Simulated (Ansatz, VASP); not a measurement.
# One calculation of KBr, two programs

```xyz
2
Lattice="3.0172 3.0172 0.0000 -3.0172 3.0172 0.0000 0.0000 3.0172 3.0172" Properties=species:S:1:pos:R:3 pbc="T T T"
K     0.0000    0.0000    0.0000
Br    0.0000    3.0172    0.0000
```

Alike in both runs: functional PBEsol; k mesh 6 × 6 × 6; no spin polarisation.

Ansatz relaxed the structure, and its values are those at the end. VASP's run is a single point on that final structure, the one shown.

```csv
,VASP,Ansatz
version,VASP 6.6.1,Ansatz 0.2.0
potentials or method,"VASP PAW PBE potentials, release 64 (K_sv, Br)","PAW with Ansatz's default frozen-core files, scalar-relativistic"
plane-wave cutoff (eV),520,420
occupations,"gaussian, width 0.01 eV",fixed
valence electrons in the cell,16,16
```

|  | VASP | Ansatz | Ansatz less VASP |
| --- | --- | --- | --- |
| gap on the k mesh at the Fermi level (eV) | 5.07 | 5.08 | +0.006 |
| pressure (GPa) | 7.2 | 7.0 | -0.18 |

Caveats: the PAW data sets were made with another functional, which shifts forces and pressure a little (VASP). A k mesh can miss the band edges.
